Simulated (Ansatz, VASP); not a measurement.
# CdS: VASP beside Ansatz

The input INCAR:

```
ALGO = Normal
EDIFF = 1E-8
ENCUT = 520
ISIF = 2
ISMEAR = -1
LASPH = True
LCHARG = False
LEFG = True
LREAL = False
LWAVE = False
NBANDS = 26
NELM = 100
PREC = Accurate
SIGMA = 0.02
```

The input KPOINTS:

```
k-points
0
Gamma
  8 8 4
```

POSCAR

```
CdS
1.0
    4.2158942859      0.0000000000      0.0000000000
   -2.1079471430      3.6510715513      0.0000000000
    0.0000000000      0.0000000000      6.8813669385
Cd S
2 2
Direct
    0.3333333333      0.6666666667      0.0000000000
    0.6666666667      0.3333333333      0.5000000000
    0.3333333333      0.6666666667      0.3850000000
    0.6666666667      0.3333333333      0.8850000000
```

Input for Ansatz:

```yaml
crystal:
  lattice:
    - [4.2158942859, 0.0, 0.0]
    - [-2.107947143, 3.6510715513, 0.0]
    - [0.0, 0.0, 6.8813669385]
  atoms:
    - { symbol: Cd, position: [0.3333333333, 0.6666666667, 0.0] }
    - { symbol: Cd, position: [0.6666666667, 0.3333333333, 0.5] }
    - { symbol: S, position: [0.3333333333, 0.6666666667, 0.385] }
    - { symbol: S, position: [0.6666666667, 0.3333333333, 0.885] }
kpoints:
  mp_grid: { grid: [8, 8, 4] }
scf:
  occupations: { method: fermi_dirac, width: 0.02 }
hamiltonian:
  xc: lda
  pseudopotentials: { kind: all_electron, datasets: crystal }
output:
  forces: true
  stress: true
  eigenvalues: true
  efg: { contact_densities: true }
```

Change from the starting cell: volume scaled by 1.06, crystal datasets.

Alike in both runs: task electric field gradients; functional LDA; k mesh 8 × 8 × 4; occupations fermi-dirac, width 0.02 eV; no spin polarisation.

|  | VASP | Ansatz |
| --- | --- | --- |
| version | VASP 6.6.1 | Ansatz 0.2.0 |
| potentials or method | VASP PAW LDA potentials, release 64 (Cd, S) | all-electron PAW with datasets made for the crystal, scalar-relativistic |
| plane-wave cutoff (eV) | 520 | see its input |

Ansatz gave:

| Property | Result |
| --- | --- |
| gap on the k mesh at the Fermi level (eV) | 0.81 |
| pressure (GPa) | -5.5 |
| largest component of the traceless stress (GPa) | 0.74 |
| rms of the force components (eV/Å) | 0.106 |
| Vzz of the field gradient on the site that differs most (V/Å²) | 29.5 |

What did VASP give for the same quantities?

gap on the k mesh at the Fermi level (eV): 0.84; pressure (GPa): -5.1; largest component of the traceless stress (GPa): 0.80; rms of the force components (eV/Å): 0.111; Vzz of the field gradient on the site that differs most (V/Å²): 33.0.

Atom by atom the forces differ by 0.005 eV/Å (rms over components). Ansatz ran all-electron here, so the differences hold the error of VASP's frozen core and of both bases. Ansatz warned: «gradients_without_spin_orbit».
